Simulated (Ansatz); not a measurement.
**I under changes of volume**

One of the cells (44.630 Å³/atom); the others are scaled copies at fixed shape and fractional positions:

```
CELL_PARAMETERS angstrom
-1.61746 1.61746 4.26481
1.61746 -1.61746 4.26481
1.61746 1.61746 -4.26481
ATOMIC_POSITIONS crystal
I 0.00000 0.00000 0.00000
```

```yaml
Program: Ansatz 0.2.0
Functional: PBE
Potentials_or_basis: all-electron LAPW, scalar-relativistic
Cutoff: 175 eV (chosen from the basis error)
Basis_error_allowed: 0.0005 eV/atom
k_mesh: 11 × 11 × 11
Occupations: fermi-dirac, width 0.05 eV
Spin: no spin polarisation
```

```tsv
volume (Å³/atom)	energy over the lowest point (meV/atom)	pressure (GPa)
41.952	15.47	1.8
42.845	7.13	1.2
43.737	?	?
44.630	0.00	0.2
45.522	0.47	-0.3
46.415	3.21	-0.7
47.308	7.96	-1.0
```

Q: What does the run at 43.737 Å³/atom give?

A: Energy over the lowest point 2.11 meV/atom; pressure 0.6 GPa.

Worked out: A Birch-Murnaghan fit of order 3 (a polynomial in V^(-2/3)) to the other rows has its minimum at 44.90 Å³/atom with B0 = V·E''(V) = 22 GPa and B' = 5.3 at fixed shape and positions, which overstates the stiffness. It gives 2.11 meV/atom at 43.737 Å³/atom, against the run's 2.11, and -dE/dV = 0.6 GPa, against 0.6.

Energies are extrapolated to zero smearing.

Caveats: an odd number of electrons without spin polarisation forces a metal; a magnetic or distorted state may lie lower.
